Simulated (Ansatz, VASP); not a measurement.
**TePb: VASP beside Ansatz**

Contents of INCAR:

```
PREC     = Accurate       # precision mode
ENCUT    = 520            # plane-wave cutoff, eV
EDIFF    = 1E-7           # SCF threshold, eV
ISMEAR   = -1             # smearing method
SIGMA    = 0.05           # smearing width, eV
LREAL    = F              # projectors in reciprocal space
LASPH    = T              # aspherical terms in the spheres
NELM     = 100            # most SCF steps
ALGO     = Normal         # electronic algorithm
ISIF     = 2              # what is computed and relaxed
LWAVE    = F              # write WAVECAR
LCHARG   = F              # write CHGCAR
GGA      = PE             # functional
NBANDS   = 17             # bands
```

KPOINTS

```
Automatic mesh
0
Gamma
  7 7 7
```

POSCAR

```
TePb
1.0
    0.0000000000      3.2735180337      3.2735180337
    3.2735180337      0.0000000000      3.2735180337
    3.2735180337      3.2735180337      0.0000000000
Pb Te
1 1
Direct
    0.0000000000      0.0000000000      0.0000000000
    0.5000000000      0.5000000000      0.5000000000
```

File input.yaml:

```yaml
crystal:
  lattice:
    - [0.0, 3.2735180337, 3.2735180337]
    - [3.2735180337, 0.0, 3.2735180337]
    - [3.2735180337, 3.2735180337, 0.0]
  atoms:
    - { symbol: Pb, position: [0.0, 0.0, 0.0] }
    - { symbol: Te, position: [0.5, 0.5, 0.5] }
hamiltonian:
  xc: pbe
  pseudopotentials: { kind: paw }
kpoints:
  mp_grid: { grid: [7, 7, 7] }
scf:
  occupations: { method: fermi_dirac, width: 0.05 }
output:
  forces: true
  stress: true
  eigenvalues: true
  write_density: true
  write_potential: true
  elf: true
  volumetric_format: npy
```

Change from the starting cell: volume scaled by 1.04.

Alike in both runs: task single point; functional PBE; k mesh 7 × 7 × 7; occupations fermi-dirac, width 0.05 eV; no spin polarisation.

|  | VASP | Ansatz |
| --- | --- | --- |
| version | VASP 6.6.1 | Ansatz 0.2.0 |
| potentials or method | VASP PAW PBE potentials, release 64 (Pb_d, Te) | Ansatz PAW |
| plane-wave cutoff (eV) | 520 | 420 |
| valence electrons in the cell | 20 | 30 |

Ansatz gave:

| Item | Value |
| --- | --- |
| gap on the k mesh at the Fermi level (eV) | 1.06 |
| least direct gap on the mesh (eV) | 1.06 |
| pressure (GPa) | 0.4 |

**Question.** Estimate VASP's values.

**Answer.** gap on the k mesh at the Fermi level (eV): 1.07; least direct gap on the mesh (eV): 1.07; pressure (GPa): 0.4.

The functional is the same, so the differences come from potentials, cutoffs and numerics. The two sets of potentials don't hold the same shells in valence.

The runs have no spin-orbit coupling, so splittings on Pb, Te are missing.
